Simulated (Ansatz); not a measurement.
Space group P6_3/mmc (No. 194). a = 2.900 Å, b = 2.900 Å, c = 4.591 Å, α = 90.00°, β = 90.00°, γ = 120.00°
| atom | site | symmetry | x | y | z |
| --- | --- | --- | --- | --- | --- |
| Ti | 2c | -6m2 | 0.3333 | 0.6667 | 0.2500 |

Equation of state of this Ti structure (not necessarily the ground state), with shape and atoms relaxed at each volume where symmetry leaves them free. It has no gap at any of these volumes. All numbers below come from DFT PBEsol, scalar-relativistic, plane waves, PAW (Ansatz).

Settings: cutoff 420 eV, Γ-centred mesh 18×18×10 on the computed 2-atom cell, Gaussian smearing of 0.10 eV; no spin polarisation.

```
V (Å³/atom) E − E(largest V) (meV/atom) P (GPa)
     14.717                        54.63    19.05
     15.219                         4.13    13.30
     15.721                       -29.48     8.26
     16.222                       -48.30     3.86
     16.724                       -54.19     0.01
     17.226                       -48.76    -3.35
     17.727                       -33.50    -6.28
     18.396                         0.00    -9.60
```

Fit a third-order Birch–Murnaghan equation to E(V).

V0 = 16.72 Å³/atom, B0 = 120 GPa, B0' = 3.5.